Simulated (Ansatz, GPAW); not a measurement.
Given: the input of a run of Ansatz 0.2.0 on Ir (Iridium). 

The input input.yaml:

```yaml
crystal:
  lattice:
    - [0.0, 1.9156, 1.9156]
    - [1.9156, 0.0, 1.9156]
    - [1.9156, 1.9156, 0.0]
  atoms:
    - { symbol: Ir, position: [0.0, 0.0, 0.0] }
kpoints:
  mp_grid: { grid: [12, 12, 12] }
scf:
  occupations: { method: gaussian, width: 0.028 }
hamiltonian:
  xc: pbe
  pseudopotentials: { kind: all_electron, lapw: { basis_error: 0.001 } }
output:
  forces: true
  stress: true
  eigenvalues: true
```

Potentials or basis: all-electron LAPW, scalar-relativistic.

The run is started by

```console
$ ansatz run input.yaml --threads 1 --pin off --max-ram 3072MiB --backend cpu --events-out ev --progress --plain --runs-dir out
```

What does the same run look like in GPAW 26.7.0 (ASE script)? Potentials or basis there: GPAW PAW data sets (gpaw-data 1.2.1), cutoff 600 eV.

As run (cutoffs and basis follow the program's own potentials, and thresholds, step limits or extra output files can differ):

File run.py:

```python
from ase.dft.bandgap import bandgap
from ase.io import read, write
from ase.units import GPa
from gpaw import GPAW, PW

atoms = read('Ir.xyz')

calc = GPAW(mode=PW(600),
            xc='PBE',
            kpts={'size': (12, 12, 12), 'gamma': True},
            occupations={'name': 'methfessel-paxton', 'order': 0, 'width': 0.028000000000000004},
            nbands=16,
            convergence={'density': 1e-05, 'energy': 1e-05},
            maxiter=150,
            txt='gpaw.txt')
atoms.calc = calc
energy = atoms.get_potential_energy()
forces = atoms.get_forces()
stress = atoms.get_stress()
calc.write('gs.gpw')
write('result.traj', atoms)
print(f'Energy: {energy:.6f} eV')
print('Forces (eV/A):')
print(forces.round(4))
print('Stress (GPa):', (stress / GPa).round(3))
print('Fermi level:', round(calc.get_fermi_level(), 4), 'eV')
print(f'Gap: {bandgap(calc)[0]:.4f} eV, direct: {bandgap(calc, direct=True)[0]:.4f} eV')
```

File Ir.xyz:

```xyz
1
Lattice="0.0000000000 1.9156000000 1.9156000000 1.9156000000 0.0000000000 1.9156000000 1.9156000000 1.9156000000 0.0000000000" Properties=species:S:1:pos:R:3 pbc="T T T"
Ir     0.0000000000      0.0000000000      0.0000000000
```

Potentials or basis: GPAW PAW data sets (gpaw-data 1.2.1), pw.

The run is started by

```sh
$ OMP_NUM_THREADS=1 python run.py
```

Both were run:

|  | Ansatz | GPAW |
| --- | --- | --- |
| Pressure | 11.0 GPa | 9.8 GPa |

Where Ansatz's input types no cutoff or centring, it takes its own default and a Γ-centred mesh.

The two runs disagree by more than potentials and bases usually give (in gap, levels, pressure or energy); the cause wasn't traced.

The cell lies far from this level's equilibrium.

Pressure is positive in compression.
